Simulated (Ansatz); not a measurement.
C2H2Cl2 (cis-1,2-Dichloroethene): from total energies to a heat of formation

C2H2Cl2 has 6 atoms, charge 0, and is taken as a singlet. SMILES: `Cl/C=C\Cl`. The shape is that of a PBE0-D4/def2-TZVP optimisation.

Total energies at PBE/6-311+G** (Ansatz 0.2.0); the atoms run unrestricted:

```tsv
species	state	energy (Eh)
C2H2Cl2	singlet	-997.353139
Cl	doublet	-459.957582
C	triplet	-37.793750
H	doublet	-0.499619
```

Harmonic wavenumbers at PBE0-D4/def2-TZVP, in cm⁻¹: 165, 429, 586, 718, 742, 879, 916, 1209, 1317, 1672, 3217, 3238.

Measured heats of formation of the gaseous atoms at 298.15 K, in kJ/mol: Cl 121.3, C 716.9, H 218.0. Spin-orbit lowering of the atoms at 298 K (mean of the ground term's levels less their thermal mean, from spectra), in kJ/mol: Cl 3.44, C 0.02. Take 1 Eh = 2625.50 kJ/mol, 1 cm⁻¹ = 0.0119627 kJ/mol, RT = 2.479 kJ/mol.

Q: What heat of formation follows?

A: 
1. Electronic atomisation energy: 2 × (-459.957582) + 2 × (-37.793750) + 2 × (-0.499619) − (-997.353139) = 0.851237 Eh = 2234.9 kJ/mol.
2. Zero-point energy: half the sum of the wavenumbers, 7544 cm⁻¹ = 90.2 kJ/mol.
3. Thermal vibrational enthalpy, Σ hcν̃/(exp(hcν̃/kT) − 1): 3.7 kJ/mol. Translation, rotation and pV of a non-linear molecule: 4 RT = 9.9 kJ/mol.
4. The 6 free atoms carry 5/2 RT each: 37.2 kJ/mol.
5. Spin-orbit coupling lowers the free atoms by 2 × 3.44 + 2 × 0.02 = 6.9 kJ/mol.
6. Atomisation enthalpy at 298 K: 2234.9 − 6.9 − 90.2 − 3.7 − 9.9 + 37.2 = 2161.4 kJ/mol.
7. Sum of the atoms' heats of formation: 2112.4 kJ/mol. Heat of formation: 2112.4 − 2161.4 = -49.0 kJ/mol.

The tabulated value is +4.6 kJ/mol (CRC Handbook of Chemistry and Physics), so this level is off by -53.6 kJ/mol, or 2.5 % of the atomisation enthalpy that the table implies (2107.8 kJ/mol). Gradient-corrected functionals often overbind somewhat. Anharmonicity and any spin-orbit splitting of the molecule are left out.
